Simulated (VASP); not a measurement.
Input of a VASP 6.6.1 run:

The input INCAR:

```
SYSTEM = CdS
ALGO     = Normal         ! electronic algorithm
EDIFF    = 1E-7           ! SCF threshold, eV
ENCUT    = 520            ! plane-wave cutoff, eV
ISIF     = 2              ! what is computed and relaxed
ISMEAR   = 0              ! smearing method
LASPH    = .TRUE.         ! aspherical terms in the spheres
LCHARG   = .FALSE.        ! write CHGCAR
LMIXTAU  = .TRUE.       
LREAL    = .FALSE.        ! projectors in reciprocal space
LWAVE    = .FALSE.        ! write WAVECAR
METAGGA  = R2SCAN         ! meta-GGA
NBANDS   = 16             ! bands
NELM     = 100            ! most SCF steps
PREC     = Accurate       ! precision mode
SIGMA    = 0.02           ! smearing width, eV
```

The input KPOINTS:

```
k-points
0
G
  8 8 8
  0 0 0
```

POSCAR

```
CdS
1.0
    0.0000000000      2.9165000000      2.9165000000
    2.9165000000      0.0000000000      2.9165000000
    2.9165000000      2.9165000000      0.0000000000
Cd S
1 1
Direct
    0.0000000000      0.0000000000      0.0000000000
    0.7500000000      0.7500000000      0.7500000000
```

Contents of KPOINTS_OPT:

```
path GXWKGLUWLK,UX
15
line-mode
reciprocal
 0.0000000000  0.0000000000  0.0000000000  G
 0.5000000000  0.0000000000  0.5000000000  X

 0.5000000000  0.0000000000  0.5000000000  X
 0.5000000000  0.2500000000  0.7500000000  W

 0.5000000000  0.2500000000  0.7500000000  W
 0.3750000000  0.3750000000  0.7500000000  K

 0.3750000000  0.3750000000  0.7500000000  K
 0.0000000000  0.0000000000  0.0000000000  G

 0.0000000000  0.0000000000  0.0000000000  G
 0.5000000000  0.5000000000  0.5000000000  L

 0.5000000000  0.5000000000  0.5000000000  L
 0.6250000000  0.2500000000  0.6250000000  U

 0.6250000000  0.2500000000  0.6250000000  U
 0.5000000000  0.2500000000  0.7500000000  W

 0.5000000000  0.2500000000  0.7500000000  W
 0.5000000000  0.5000000000  0.5000000000  L

 0.5000000000  0.5000000000  0.5000000000  L
 0.3750000000  0.3750000000  0.7500000000  K

 0.6250000000  0.2500000000  0.6250000000  U
 0.5000000000  0.0000000000  0.5000000000  X
```

Potentials or basis: VASP PAW PBE potentials, release 64 (Cd, S).

Launch:

```console
$ cat potpaw_PBE.64/Cd/POTCAR potpaw_PBE.64/S/POTCAR > POTCAR
$ mpirun -np 1 vasp_std > vasp.out
```

Question: Estimate the band gap along the path.

Answer: 1.59 eV, direct.

Question: Predict the band gap on the k mesh.

Answer: 1.59 eV, direct.

Question: What does it give for the pressure?

Answer: 1.8 GPa.

Levels at the corners of the path, in eV from the valence-band top:
```csv
point,band 5,band 6,band 7,band 8,band 9,band 10,band 11,band 12,band 13,band 14
Γ,-7.45,-7.45,0.00,0.00,0.00,1.59,7.07,7.07,7.07,11.96
X,-7.36,-7.00,-3.98,-1.93,-1.93,3.84,4.76,9.80,11.55,11.55
X,-7.36,-7.00,-3.98,-1.93,-1.93,3.84,4.76,9.80,11.55,11.55
W,-7.45,-6.81,-3.91,-2.31,-2.26,5.73,5.97,7.81,8.45,11.91
W,-7.45,-6.81,-3.91,-2.31,-2.26,5.73,5.97,7.81,8.45,11.91
K,-7.41,-6.87,-3.96,-2.60,-1.57,4.60,5.89,8.97,9.65,10.26
K,-7.41,-6.87,-3.96,-2.60,-1.57,4.60,5.89,8.97,9.65,10.26
Γ,-7.45,-7.45,0.00,0.00,0.00,1.59,7.07,7.07,7.07,11.96
Γ,-7.45,-7.45,0.00,0.00,0.00,1.59,7.07,7.07,7.07,11.96
L,-7.42,-7.07,-4.47,-0.77,-0.77,3.48,7.48,7.48,7.90,11.58
L,-7.42,-7.07,-4.47,-0.77,-0.77,3.48,7.48,7.48,7.90,11.58
U,-7.41,-6.87,-3.96,-2.60,-1.57,4.60,5.89,8.97,9.65,10.26
U,-7.41,-6.87,-3.96,-2.60,-1.57,4.60,5.89,8.97,9.65,10.26
W,-7.45,-6.81,-3.91,-2.31,-2.26,5.73,5.97,7.81,8.45,11.91
W,-7.45,-6.81,-3.91,-2.31,-2.26,5.73,5.97,7.81,8.45,11.91
L,-7.42,-7.07,-4.47,-0.77,-0.77,3.48,7.48,7.48,7.90,11.58
L,-7.42,-7.07,-4.47,-0.77,-0.77,3.48,7.48,7.48,7.90,11.58
K,-7.41,-6.87,-3.96,-2.60,-1.57,4.60,5.89,8.97,9.65,10.26
U,-7.41,-6.87,-3.96,-2.60,-1.57,4.60,5.89,8.97,9.65,10.26
X,-7.36,-7.00,-3.98,-1.93,-1.93,3.84,4.76,9.80,11.55,11.55
```

Caveat: the PAW data sets were made with another functional, which shifts forces and pressure a little. r2SCAN opens gaps a little over a GGA but as a rule still falls short of measured ones.
